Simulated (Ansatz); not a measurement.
Crystal: Sr.

```xyz
1
Lattice="0.0000 3.0423 3.0423 3.0423 0.0000 3.0423 3.0423 3.0423 0.0000" Properties=species:S:1:pos:R:3 pbc="T T T"
Sr    0.0000    0.0000    0.0000
```

* Program: Ansatz 0.2.0
* Task: single point
* Functional: PBEsol
* Potentials or basis: all-electron LAPW, scalar-relativistic
* Cutoff: 69 eV (chosen from the basis error)
* Basis error allowed: 0.001 eV/atom
* k mesh: 8 × 8 × 8
* Occupations: fermi-dirac, width 0.05 eV
* Spin: no spin polarisation

On this cell: pressure -0.9 GPa; band gap on the k mesh none (metal or under the smearing width).

The same run follows on a disturbed copy (cell strained at random at fixed volume):

```
Sr
1.0
     0.06610    3.01958    2.96526
     3.13463    0.00753    3.02383
     3.12896    3.07248    0.01320
Sr
1
Direct
  0.99000 0.99567 0.01497
```

**Question.** What does the disturbed cell give?

**Answer.** The energy (extrapolated to zero smearing) moves by +3.3 meV/atom; pressure -0.9 GPa; band gap on the k mesh none (metal or under the smearing width).

Stress tensor (GPa, compression positive):
```
-1.00 -0.22 -0.28
-0.22 -0.87  0.19
-0.28  0.19 -0.78
```
